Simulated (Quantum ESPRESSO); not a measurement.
Set up this calculation in Quantum ESPRESSO 7.5, as the native input.

```
Task                : single point
Functional          : PBE
Potentials or basis : SSSP 1.3 efficiency PBE
Cutoff              : 816 eV
Density cutoff      : 6531 eV
k mesh              : 10 × 10 × 10
Occupations         : fermi-dirac, width 0.05 eV
Spin                : no spin polarisation
Mixing beta         : 0.5
Most SCF iterations : 120
SCF threshold       : 2e-10 Ry
```

Sn:

```
Sn
1.0
    -2.02919    2.02919    1.66076
     2.02919   -2.02919    1.66076
     2.02919    2.02919   -1.66076
Sn
1
Direct
  0.00000 0.00000 0.00000
```

This isn't the form of Sn at room conditions, which is tetragonal (white tin).

One way to write it, as run:

pw.in

```
&CONTROL
  calculation = 'scf'
  prefix = 'pwscf'
  outdir = './tmp'
  pseudo_dir = './pseudo'
  tprnfor = .true.
  tstress = .true.
  disk_io = 'nowf'
/
&SYSTEM
  ibrav = 0
  nat = 1
  ntyp = 1
  ecutwfc = 60
  ecutrho = 480
  nbnd = 13
  occupations = 'smearing'
  smearing = 'fd'
  degauss = 0.00367493
/
&ELECTRONS
  conv_thr = 2d-10
  electron_maxstep = 120
  mixing_beta = 0.5
/
ATOMIC_SPECIES
Sn   118.7100 Sn_pbe_v1.uspp.F.UPF
CELL_PARAMETERS angstrom
  -2.0291894110    2.0291894110    1.6607599896
   2.0291894110   -2.0291894110    1.6607599896
   2.0291894110    2.0291894110   -1.6607599896
ATOMIC_POSITIONS crystal
Sn     0.0000000000    0.0000000000    0.0000000000
K_POINTS automatic
10 10 10 0 0 0
```

Potentials or basis: SSSP 1.3 efficiency PBE.

The run is started by

```bash
$ OMP_NUM_THREADS=1 pw.x -in pw.in > pw.out
```

Results of the run:

| Item | Value |
| --- | --- |
| Pressure | 0.9 GPa |
| Band gap on the k mesh | none (metal or under the smearing width) |

It took 20 s on 1 thread of Intel(R) Xeon(R) Platinum 8488C (Sapphire Rapids) (shared host), peak memory 0.17 GiB.
